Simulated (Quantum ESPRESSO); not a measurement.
**GaN in Quantum ESPRESSO: the effect of target pressure**

GaN:

```
Ga N
1.0
     0.00000    2.25350    2.25350
     2.25350    0.00000    2.25350
     2.25350    2.25350    0.00000
Ga N
1 1
Direct
  0.00000 0.00000 0.00000
  0.25000 0.25000 0.25000
```

The cell is a database's computed one.

Alike in all runs:

| Item | Value |
| --- | --- |
| Program | Quantum ESPRESSO 7.5 |
| Task | phonons |
| Functional | LDA |
| Potentials or basis | GBRV 1.5 LDA |
| Cutoff | 762 eV |
| Density cutoff | 6095 eV |
| k mesh | 6 × 6 × 6, shifted |
| Occupations | fermi-dirac, width 0.05 eV |
| Spin | no spin polarisation |

Each run relaxes the cell or the atoms first.

| target pressure | relaxed volume (Å³/atom) | dielectric constant (mean) | highest phonon frequency (cm⁻¹) |
| --- | --- | --- | --- |
| 0 GPa | 11.10 | 5.75 | 552 |
| 5 GPa | 10.84 | 5.63 | 571 |
| 10 GPa | 10.61 | 5.53 | 590 |
| 20 GPa | 10.21 | 5.38 | 623 |
| 40 GPa | ? | ? | ? |

What does the run with target pressure 40 GPa give?

Relaxed volume 9.60 Å³/atom; dielectric constant 5.17 mean; highest phonon frequency 681 cm⁻¹.

Worked out: In Murnaghan's law V^(-B') rises as a straight line in P. The other rows fit best with B' = 3.9, V0 = 11.10 Å³/atom and B0 = 203 GPa, which gives 9.59 Å³/atom at 40 GPa, against the run's 9.60. A parabola through the other rows of the dielectric constant, of slope 0.00279  per GPa there, extrapolates to 5.29 , against the run's 5.17. A parabola through the other rows of the highest phonon frequency, of slope 2.2 cm⁻¹ per GPa there, extrapolates to 676 cm⁻¹, against the run's 681.

Caveats: the cell is more than 3 GPa from zero pressure, which shifts response properties (some runs); the volume moved by over 15 % at a fixed basis, so the end points are rough (some runs).

Runs at the PBE level aren't shown here.
